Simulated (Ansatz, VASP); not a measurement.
**Two plane-wave programs on As**

The input INCAR:

```
SYSTEM = As
PREC     = Accurate       ! precision mode
ENCUT    = 520            ! plane-wave cutoff, eV
EDIFF    = 1E-6           ! SCF threshold, eV
ISMEAR   = -1             ! smearing method
SIGMA    = 0.1            ! smearing width, eV
LREAL    = .FALSE.        ! projectors in reciprocal space
LASPH    = .TRUE.         ! aspherical terms in the spheres
NELM     = 100            ! most SCF steps
ALGO     = Normal         ! electronic algorithm
ISIF     = 2              ! what is computed and relaxed
LWAVE    = .FALSE.        ! write WAVECAR
LCHARG   = .FALSE.        ! write CHGCAR
GGA      = PS             ! functional
NBANDS   = 14             ! bands
```

File KPOINTS:

```
regular mesh
0
G
  9 9 13
  0 0 0
```

POSCAR

```
As
1.0
    4.6463883783      0.0000000000      0.0000000000
   -2.3231941891      4.0238903714      0.0000000000
    0.0000000000      0.0000000000      2.7057728004
As
3
Direct
    1.0000000000      0.0000000000      0.0000000000
    0.3333333333      0.6666666667      0.5000000000
    0.6666666667      0.3333333333      0.5000000000
```

Input for Ansatz:

```yaml
crystal:
  lattice:
    - [4.6463883783, 0.0, 0.0]
    - [-2.3231941891, 4.0238903714, 0.0]
    - [0.0, 0.0, 2.7057728004]
  atoms:
    - { symbol: As, position: [1.0, 0.0, 0.0] }
    - { symbol: As, position: [0.3333333333, 0.6666666667, 0.5] }
    - { symbol: As, position: [0.6666666667, 0.3333333333, 0.5] }
hamiltonian:
  xc: pbesol
  pseudopotentials:
    kind: paw
    azcp:
      As: "pseudopotentials/As.paw.azcp"
basis:
  ecutwfc: 420
  fft_grid_basis: typed
kpoints:
  mp_grid: { grid: [9, 9, 13], shift: [0, 0, 0] }
magnetization:
  spin_polarized: false
scf:
  occupations: { method: fermi_dirac, width: 0.1 }
  lower_state_search: "off"
output:
  stress: true
```

Alike in both runs: task single point; functional PBEsol; k mesh 9 × 9 × 13; occupations fermi-dirac, width 0.1 eV; no spin polarisation.

```csv
,VASP,Ansatz
version,VASP 6.6.1,Ansatz 0.2.0
potentials or method,"VASP PAW PBE potentials, release 64 (As)","plane waves (420 eV) with PAW, scalar-relativistic"
plane-wave cutoff (eV),520,420
valence electrons in the cell,15,45
```

VASP gave:

| Item | Value |
| --- | --- |
| pressure (GPa) | 9.9 |
| largest component of the traceless stress (GPa) | 3.57 |

What did Ansatz give for the same quantities?

Pressure (GPa): 9.5; largest component of the traceless stress (GPa): 3.52.

The functional is the same, so the differences come from potentials, cutoffs and numerics. The two sets of potentials don't hold the same shells in valence. Ansatz warned: «pseudo_functional_mismatch».

Caveats: the PAW data sets were made with another functional, which shifts forces and pressure a little (VASP).
